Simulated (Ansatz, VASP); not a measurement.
Eu: VASP beside Ansatz

File INCAR:

```
PREC = Accurate ; ENCUT = 520
EDIFF = 1E-7 ; ISMEAR = -1
SIGMA = 0.05 ; LREAL = F
LASPH = T ; NELM = 100
ALGO = Normal ; ISIF = 2
LWAVE = F ; LCHARG = F
ISPIN = 2 ; MAGMOM = 7
LORBIT = 11 ; LMAXMIX = 6
GGA = PE ; NBANDS = 18
```

File KPOINTS:

```
regular mesh
0
Gamma
  8 8 8
```

The input POSCAR:

```
Eu
1.0
   -2.2875431584      2.2875431584      2.2875431584
    2.2875431584     -2.2875431584      2.2875431584
    2.2875431584      2.2875431584     -2.2875431584
Eu
1
Direct
    0.0000000000      0.0000000000      0.0000000000
```

input.yaml

```yaml
crystal:
  lattice:
    - [-2.2875431584, 2.2875431584, 2.2875431584]
    - [2.2875431584, -2.2875431584, 2.2875431584]
    - [2.2875431584, 2.2875431584, -2.2875431584]
  atoms:
    - { symbol: Eu, position: [0.0, 0.0, 0.0], spin: 7.0 }
hamiltonian:
  xc: pbe
  pseudopotentials: { kind: paw }
magnetization:
  spin_polarized: true
kpoints:
  mp_grid: { grid: [8, 8, 8] }
scf:
  occupations: { method: fermi_dirac, width: 0.05 }
output:
  forces: true
  stress: true
  eigenvalues: true
```

Change from the starting cell: volume scaled by 0.98.

Alike in both runs: task single point; functional PBE; k mesh 8 × 8 × 8; occupations fermi-dirac, width 0.05 eV; collinear spin, ferromagnetic start.

```csv
,VASP,Ansatz
version,VASP 6.6.1,Ansatz 0.2.0
potentials or method,"VASP PAW PBE potentials, release 64 (Eu)",Ansatz PAW
plane-wave cutoff (eV),520,420
valence electrons in the cell,17,17
```

```tsv
	VASP	Ansatz	Ansatz less VASP
gap on the k mesh at the Fermi level (eV)	none	none	-
pressure (GPa)	-1.7	-1.4	+0.25
net moment per atom (μB)	7.35	7.35	+0.003
size of the moment on the site where the two differ most (μB)	6.70	7.08	+0.385
```

Site moments also hang on the region over which each program counts them. A gap of «none» marks a metal or a gap that the smearing closes.

Caveats: spin-orbit coupling is left out, which moves the levels of the heavy elements. The state reached can hang on the start; a lower one may exist.
